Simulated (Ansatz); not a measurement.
BAs, DFT, PBE, PAW with Ansatz's default frozen-core files, scalar-relativistic (Ansatz 0.2.0), run on 1 thread of Arm Neoverse V2 on a shared host.

The cell is COD entry 9008833, as deposited and not checked against the literature; nothing was relaxed. The listed cell was then made from it by scaling, straining or moving an atom.

Command: `ansatz run input.yaml --threads 1 --pin off --max-ram 3072MiB --backend cpu --events-out ev --progress --plain --runs-dir out`

```yaml
crystal:
  lattice:
    - [0.0, 2.3885, 2.316845]
    - [2.3885, 0.0, 2.316845]
    - [2.3885, 2.3885, 0.0]
  atoms:
    - { symbol: B, position: [0.0, 0.0, 0.0] }
    - { symbol: As, position: [0.75, 0.75, 0.75] }
kpoints:
  mp_grid: { grid: [15, 15, 15] }
scf:
  occupations: { method: fermi_dirac, width: 0.03 }
hamiltonian:
  xc: pbe
  pseudopotentials: { kind: paw }
output:
  forces: true
  stress: true
  eigenvalues: true
  efg: { contact_densities: true }
  write_density: true
  write_potential: true
  elf: true
  volumetric_format: npy
```

Question: How large is the problem that the program sets up?

Answer: 288 irreducible k-points, 531 plane waves at Γ, 13 bands.

Question: About how long does it take, and how much memory does it use?

Answer: 10 s of wall time for 6 SCF iterations, with a peak of 0.43 GiB. Times on shared machines scatter by tens of per cent.

Question: And the same cell and mesh by crystal-made all-electron datasets, asked for forces, stress, eigenvalues, efg, on the same hardware?

Answer: 15 s, peak memory 0.52 GiB.
